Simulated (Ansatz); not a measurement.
## How far is this BeS4 from the hull?

All numbers below come from Ansatz 0.2.0, DFT PBE, scalar-relativistic, plane waves, PAW. All cells share a 420 eV cutoff and Γ-centred k meshes spaced at most about 0.3 Å⁻¹ (about 0.25 or finer for metals, 2π included). No spin polarisation.

Formation energies are uncorrected and refer to the elements' standard structures at the same level.

All energies are static (0 K, no zero-point motion). The reference form of S is held partly by dispersion forces, which this level lacks.

The competitors are the elements and 1 reference phase of this chemical system (from databases or known types: BeS), relaxed at the same level; other known phases may be missing.

The candidate was reached from: random cell.

Space group P4/mmm (No. 123). a = 5.040 Å, b = 5.040 Å, c = 3.368 Å, α = 90.00°, β = 90.00°, γ = 90.00°
| atom | site | symmetry | x | y | z |
| --- | --- | --- | --- | --- | --- |
| Be | 1c | 4/mmm | 0.5000 | 0.5000 | 0.0000 |
| S | 4k | m.2m | 0.2535 | 0.2535 | 0.5000 |

Question: Into what would it decompose?

Answer: Its formation energy is 0.280 eV/atom. The lowest competing mixture at this composition is this:

| phase | space group | source | share of atoms | ΔE_f (eV/atom) |
| --- | --- | --- | --- | --- |
| S | - | element | 0.6000 | -0.0011 |
| BeS | F-43m (No. 216) | COD | 0.4000 | -1.070 |

The lowest database cell of S (-0.0011) lies slightly below the reference, hence the non-zero entry.

The mixture lies at -0.429 eV/atom, and the candidate lies 0.71 eV/atom above it. The candidate matches no cell in the subsets of the Crystallography Open Database and the Materials Project at hand. The margin is far too high for a likely synthesis.
